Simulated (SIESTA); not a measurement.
Input of a SIESTA 5.4.2 run:

AlRu.fdf

```
SystemName                      AlRu
SystemLabel                     AlRu
NumberOfSpecies                 2
NumberOfAtoms                   2
%block ChemicalSpeciesLabel
  1  44 Ru
  2  13 Al
%endblock ChemicalSpeciesLabel

LatticeConstant                 1.0 Ang
%block LatticeVectors
     2.9916000000     0.0000000000     0.0000000000
     0.0000000000     2.9916000000     0.0000000000
     0.0000000000     0.0000000000     2.9916000000
%endblock LatticeVectors
AtomicCoordinatesFormat         Fractional
%block AtomicCoordinatesAndAtomicSpecies
     0.5000000000     0.5000000000     0.5000000000  1  Ru
     0.0000000000     0.0000000000     0.0000000000  2  Al
%endblock AtomicCoordinatesAndAtomicSpecies

%block kgrid.MonkhorstPack
    6   0   0  0.0
    0   6   0  0.0
    0   0   6  0.0
%endblock kgrid.MonkhorstPack
XC.Functional                   GGA
XC.Authors                      PBE
PAO.BasisSize                   DZP
PAO.EnergyShift                 0.003 Ry
Mesh.Cutoff                     800 Ry
OccupationFunction              FD
ElectronicTemperature           0.05 eV
MaxSCFIterations                120
SCF.MustConverge                false
SCF.Mixer.Method                Pulay
SCF.Mixer.Weight                0.25
SCF.Mixer.History               8
SCF.DM.Tolerance                5.0e-05
SCF.H.Tolerance                 1.0e-03 eV
WriteForces                     true
Charge.Mulliken                 end
MD.TypeOfRun                    Broyden
MD.Steps                        40
MD.MaxForceTol                  0.02 eV/Ang
MD.MaxDispl                     0.1 Ang
WriteCoorStep                   true
AtomCoorFormatOut               Fractional
MD.VariableCell                 true
MD.MaxStressTol                 0.1 GPa
%block PAO.Basis
  Ru 5
  n=4 0 2
    2.997 0.000
  n=5 0 2
    6.406 0.000
  n=4 1 2
    3.435 0.000
  n=5 1 1
    6.406
  n=4 2 2
    5.937 0.000
%endblock PAO.Basis
```

Potentials or basis: SPMS 1.0 (PBE files) or PseudoDojo by element, DZP (energy shift 0.003 Ry; two zetas on semicore shells).

Run with:

```console
$ siesta < AlRu.fdf > AlRu.out 2>&1
```

Q: Estimate the relaxed cell.

A: a = 3.007 Å, b = 3.007 Å, c = 3.007 Å, α = 90.00°, β = 90.00°, γ = 90.00°.

Q: What does it give for the relaxed volume?

A: 13.60 Å³/atom.

Step by step:
```tsv
step	energy change (eV)	largest force (eV/Å)	pressure (GPa)	volume (Å³)
1	0.0000	0.0000	3.31	26.77
2	-0.0007	0.0000	3.02	26.81
3	-0.0040	0.0000	-0.04	27.20
```

Caveat: short orbitals over semicore shells can move pressures by several GPa; the basis of atomic orbitals isn't converged, which shifts pressures, moduli and gaps. Zero-point motion and thermal expansion aren't in these numbers.
